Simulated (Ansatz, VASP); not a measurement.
## SiO2 in VASP and in Ansatz

```
CELL_PARAMETERS angstrom
-2.42672 2.42672 3.58104
2.42672 -2.42672 3.58104
2.42672 2.42672 -3.58104
ATOMIC_POSITIONS crystal
Si 0.75000 0.25000 0.50000
Si 0.00000 0.00000 0.00000
O 0.87500 0.02821 0.65321
O 0.77821 0.12500 0.15321
O 0.97179 0.62500 0.84679
O 0.37500 0.22179 0.34679
```

Change from the starting cell: volume scaled by 0.94.

Alike in both runs: task single point; functional PBEsol; k mesh 8 × 8 × 8; occupations fermi-dirac, width 0.05 eV; no spin polarisation.

|  | VASP | Ansatz |
| --- | --- | --- |
| version | VASP 6.6.1 | Ansatz 0.2.0 |
| potentials or method | VASP PAW PBE potentials, release 64 (Si, O), cutoff 520 eV | all-electron LAPW, scalar-relativistic |

Ansatz gave:

- gap on the k mesh at the Fermi level (eV): 6.20
- least direct gap on the mesh (eV): 6.20
- pressure (GPa): 13.9
- largest component of the traceless stress (GPa): 0.20
- rms of the force components (eV/Å): 0.421

Problem. Estimate VASP's values.

Solution. gap on the k mesh at the Fermi level (eV): 6.20; least direct gap on the mesh (eV): 6.20; pressure (GPa): 14.6; largest component of the traceless stress (GPa): 0.16; rms of the force components (eV/Å): 0.438.

Atom by atom the forces differ by 0.017 eV/Å (rms over components). Ansatz ran all-electron here, so the differences hold the error of VASP's frozen core and of both bases.

Caveats: the PAW data sets were made with another functional, which shifts forces and pressure a little (VASP). A k mesh can miss the band edges.
